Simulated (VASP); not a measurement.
A run of VASP 6.6.1:

Contents of INCAR:

```
PREC     = Accurate       # precision mode
ENCUT    = 600            # plane-wave cutoff, eV
EDIFF    = 1E-6           # SCF threshold, eV
ISMEAR   = 0              # smearing method
SIGMA    = 0.1            # smearing width, eV
LREAL    = False          # projectors in reciprocal space
LASPH    = True           # aspherical terms in the spheres
NELM     = 100            # most SCF steps
ALGO     = Fast           # electronic algorithm
ISIF     = 3              # what is computed and relaxed
LWAVE    = False          # write WAVECAR
LCHARG   = False          # write CHGCAR
GGA      = PE             # functional
IBRION   = 2              # ionic algorithm
NSW      = 90             # ionic steps
EDIFFG   = -0.04          # ionic threshold
```

The input KPOINTS:

```
regular mesh
0
Gamma
  8 8 6
```

File POSCAR:

```
Al
1.0
    1.2068886236     -2.2532703202      0.0000000000
    1.2068886236      2.2532703202      0.0000000000
    0.0000000000      0.0000000000      3.5188057056
Al
1
Direct
    0.0000000000      0.0000000000      0.0000000000
```

Potentials or basis: VASP PAW PBE potentials, release 64 (Al).

The run is started by

```bash
$ cat potpaw_PBE.64/Al/POTCAR > POTCAR
$ mpirun -np 1 vasp_std > vasp.out
```

Hardware: 1 thread of AMD EPYC 9R45 96-Core Processor (Zen 5), with other jobs on the host.

Problem. How long does it take, and how much memory?

Solution. Wall time 23 s on 1 thread of AMD EPYC 9R45 96-Core Processor (Zen 5), on a shared host, peak memory 0.11 GiB. Counts: scf iterations 71, k points 84, ion steps 10.
